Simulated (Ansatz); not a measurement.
# Sn: further runs on the relaxed cell

The task here is to estimate one member of a computed series from the others.

Method: DFT PBEsol, scalar-relativistic, plane waves, PAW, in Ansatz 0.2.0.

2 further runs of the same task are left out: 2 set aside as unsound or not needed.

### Starting point

The structure is tetragonal, space group I4/mmm (No. 139). Conventional cell: a = 3.235 Å, b = 3.235 Å, c = 5.068 Å, α = 90.00°, β = 90.00°, γ = 90.00°. Sn (site symmetry 4/mmm) is surrounded by 12 Sn at 3.23 to 3.41 Å.

As a file:

```cif
data_structure
_symmetry_space_group_name_H-M 'I4/mmm'
_symmetry_Int_Tables_number 139
_cell_length_a 3.2347
_cell_length_b 3.2347
_cell_length_c 5.0678
_cell_angle_alpha 90.000
_cell_angle_beta 90.000
_cell_angle_gamma 90.000
_cell_volume 53.02
loop_
_atom_site_label
_atom_site_type_symbol
_atom_site_symmetry_multiplicity
_atom_site_Wyckoff_symbol
_atom_site_fract_x
_atom_site_fract_y
_atom_site_fract_z
_atom_site_occupancy
Sn1 Sn 2 a 0.00000 0.00000 0.00000 1
```

This cell was relaxed beforehand with the same method: volume 26.51 Å³/atom, gap on the mesh none (metal).

The first run:

Contents of input.yaml:

```yaml
crystal:
  lattice:
    - [-1.6173266317, 1.6173266317, 2.5338794555]
    - [1.6173266317, -1.6173266317, 2.5338794555]
    - [1.6173266317, 1.6173266317, -2.5338794555]
  atoms:
    - { symbol: Sn, position: [0.0, 0.0, 0.0] }
basis:
  ecutwfc: 420
kpoints:
  mp_grid: { grid: [18, 18, 18] }
  band_path:
    path:
      - [[0.0, 0.0, 0.0], [0.0, 0.0, 0.5], [0.25, 0.25, 0.25], [0.0, 0.5, 0.0], [0.0, 0.0, 0.0], [0.5, 0.5, -0.5], [0.3518506, 0.6481494, -0.3518506]]
      - [[-0.3518506, 0.3518506, 0.3518506], [0.0, 0.0, 0.0]]
      - [[0.0, 0.0, 0.5], [-0.2037012, 0.2037012, 0.5]]
      - [[0.5, 0.5, -0.2037012], [0.5, 0.5, -0.5]]
    npoints: 14
hamiltonian:
  xc: pbesol
scf:
  occupations: { method: gaussian, width: 0.1 }
  n_extra_bands: 6
output:
  forces: true
  stress: true
  eigenvalues: true
  populations: true
  dos: { projected: true, de: 0.02, nscf_kmesh: { grid: [27, 27, 27] } }
  bader: true
  write_density: true
  write_potential: true
  elf: true
  volumetric_format: npy
```

Started as:

```sh
ansatz run input.yaml --threads 1 --pin off --max-ram 2560MiB --backend cpu --events-out ev --progress --plain --runs-dir out
```

Among the steps run: Static run: bands, density of states and charges; The cell scaled to 0.97 of its volume; The cell scaled to 1.03 of its volume; Volume × 0.94; Volume × 1.06.

One table of the session follows, with a row left open; its other results are not shown here.

It belongs to the step «Fit of the equation of state». 

```
volume (Å³/atom)  energy above the lowest point (meV/atom)  pressure (GPa)
          24.921                                      18.6            3.96
          25.717                                         ?               ?
          26.512                                       0.0            0.00
          27.307                                       3.9           -1.53
          28.103                                      14.8           -2.82
```

Q: Estimate the row for volume (Å³/atom) = 25.717 from the others.

Worked estimate for «energy above the lowest point (meV/atom)». A straight line through the neighbours (24.921, 18.6) and (26.512, 0.0) gives 18.6 + (0.0 − 18.6) × (25.717 − 24.921) / (26.512 − 24.921) = 9.3; a parabola fitted to 3 rows on both sides gives 4.9.

**Answer.** energy above the lowest point (meV/atom): 4.4; pressure (GPa): 1.82. In «energy above the lowest point (meV/atom)» the line misses by +4.9 and the parabola by +0.5.
